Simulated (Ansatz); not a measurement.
C:

```
C
1.0
     0.00000    1.78337    1.78337
     1.78337    0.00000    1.78337
     1.78337    1.78337    0.00000
C
2
Direct
  0.75000 0.75000 0.75000
  0.50000 0.50000 0.50000
```

This isn't the form of C at room conditions, which is graphite.

Base run:

| Property | Result |
| --- | --- |
| Program | Ansatz 0.2.0 |
| Functional | PBE |
| Potentials or basis | Ansatz PAW |
| Cutoff | 420 eV (not typed: the program's choice for these potentials) |
| k mesh | 13 × 13 × 13 |
| Occupations | fermi-dirac, width 0.05 eV |
| Spin | no spin polarisation |

Its results: band gap on the k mesh 4.15 eV, indirect (least direct gap 5.59 eV); pressure 1.8 GPa.

Question: The run is repeated on the same cell with these changes: functional from PBE to RPBE. What comes out?

Answer: Band gap on the k mesh 4.15 eV, indirect (least direct gap 5.60 eV); pressure 7.9 GPa.

RPBE binds less tightly than PBE, so the same cell stands under more pressure.

Caveats: the PAW data sets come from PBE, with cores solved anew for the run's functional, which leaves a small shift of forces and pressure (some runs).
